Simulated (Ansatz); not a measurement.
Input of an Ansatz 0.2.0 run:

The input input.yaml:

```yaml
crystal:
  lattice:
    - [2.5539396017, 0.0, 0.0]
    - [-1.2769698009, 2.2117765748, 0.0]
    - [0.0, 0.0, 4.226855]
  atoms:
    - { symbol: "N", position: [0.3333333333, 0.6666666667, 0.125276] }
    - { symbol: "N", position: [0.6666666667, 0.3333333333, 0.625276] }
    - { symbol: B, position: [0.3333333333, 0.6666666667, 0.499724] }
    - { symbol: B, position: [0.6666666667, 0.3333333333, 0.999724] }
kpoints:
  mp_grid: { grid: [12, 12, 6] }
  band_path:
    path:
      - [0.0, 0.0, 0.0]
      - [0.5, 0.0, 0.0]
      - [0.3333333333, 0.3333333333, 0.0]
      - [0.0, 0.0, 0.0]
      - [0.0, 0.0, 0.5]
      - [0.5, 0.0, 0.5]
      - [0.3333333333, 0.3333333333, 0.5]
      - [0.0, 0.0, 0.5]
    npoints: 6
scf:
  occupations: { method: fermi_dirac, width: 0.05 }
hamiltonian:
  xc: lda
  pseudopotentials: { kind: all_electron, lapw: { basis_error: 0.002 } }
output:
  forces: true
  stress: true
  eigenvalues: true
```

Potentials or basis: all-electron LAPW, scalar-relativistic.

Launch:

```sh
$ ansatz run input.yaml --threads 2 --pin off --max-ram 8192MiB --backend cpu --events-out ev --progress --plain --runs-dir out
```

Q: Estimate the largest force.

A: 0.023 eV/Å.

Q: Predict the band gap along the path.

A: 4.98 eV, indirect (least direct gap 8.11 eV).

Forces in eV/Å, atoms in the order of the input:
```
N    0.000  0.000 -0.023
N    0.000  0.000 -0.023
B    0.000  0.000  0.023
B    0.000  0.000  0.023
```

Expect the measured gap to be larger: semilocal functionals such as LDA lack the derivative discontinuity.
